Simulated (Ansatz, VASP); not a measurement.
## One calculation of HfO2, two programs

The input INCAR:

```
SYSTEM = HfO2
ALGO = Normal
EDIFF = 1E-6
ENCUT = 520
GGA = PS
ISIF = 2
ISMEAR = 0
LASPH = .True.
LCHARG = .False.
LREAL = .False.
LWAVE = .False.
NBANDS = 18
NELM = 100
PREC = Accurate
SIGMA = 0.05
```

File KPOINTS:

```
k-points
0
Gamma
  8 8 8
  0 0 0
```

Contents of POSCAR:

```
HfO2
1.0
    0.0000000000      2.5556108920      2.5220673956
    2.4547281961      0.0000000000      2.5220673956
    2.4547281961      2.5556108920      0.0000000000
Hf O
1 2
Direct
    0.0000000000      0.0000000000      0.0000000000
    0.2500000000      0.2500000000      0.2500000000
    0.7500000000      0.7500000000      0.7500000000
```

Input for Ansatz:

```yaml
crystal:
  lattice:
    - [0.0, 2.555610892, 2.5220673956]
    - [2.4547281961, 0.0, 2.5220673956]
    - [2.4547281961, 2.555610892, 0.0]
  atoms:
    - { symbol: Hf, position: [0.0, 0.0, 0.0] }
    - { symbol: O, position: [0.25, 0.25, 0.25] }
    - { symbol: O, position: [0.75, 0.75, 0.75] }
basis:
  ecutwfc: 520.0
kpoints:
  mp_grid: { grid: [8, 8, 8] }
hamiltonian:
  xc: pbesol
  pseudopotentials: { kind: paw, azcp: { folder: soft_1 } }
scf:
  occupations: { method: gaussian, width: 0.05 }
output:
  forces: true
  stress: true
  eigenvalues: true
```

Change from the starting cell: normal strain along x -0.0267, normal strain along y +0.0133.

Alike in both runs: task single point; functional PBEsol; k mesh 8 × 8 × 8; occupations gaussian, width 0.05 eV; no spin polarisation.

|  | VASP | Ansatz |
| --- | --- | --- |
| version | VASP 6.6.1 | Ansatz 0.2.0 |
| potentials or method | VASP PAW PBE potentials, release 64 (Hf_pv, O) | scalar-relativistic, plane waves, PAW |
| plane-wave cutoff (eV) | 520 | 520 |
| valence electrons in the cell | 22 | 38 |

|  | VASP | Ansatz | Ansatz less VASP |
| --- | --- | --- | --- |
| gap on the k mesh at the Fermi level (eV) | 3.36 | 3.35 | -0.003 |
| least direct gap on the mesh (eV) | 3.46 | 3.44 | -0.017 |
| pressure (GPa) | -0.1 | 3.9 | +3.91 |
| largest component of the traceless stress (GPa) | 10.88 | 10.68 | -0.198 |

One of these differences is far larger than is usual between the two programs; its cause wasn't traced. The two sets of potentials don't hold the same shells in valence. Ansatz warned: «pseudo_functional_mismatch».

Caveats: the PAW data sets were made with another functional, which shifts forces and pressure a little (VASP); spin-orbit coupling is left out, which moves the levels of the heavy elements. A k mesh can miss the band edges.
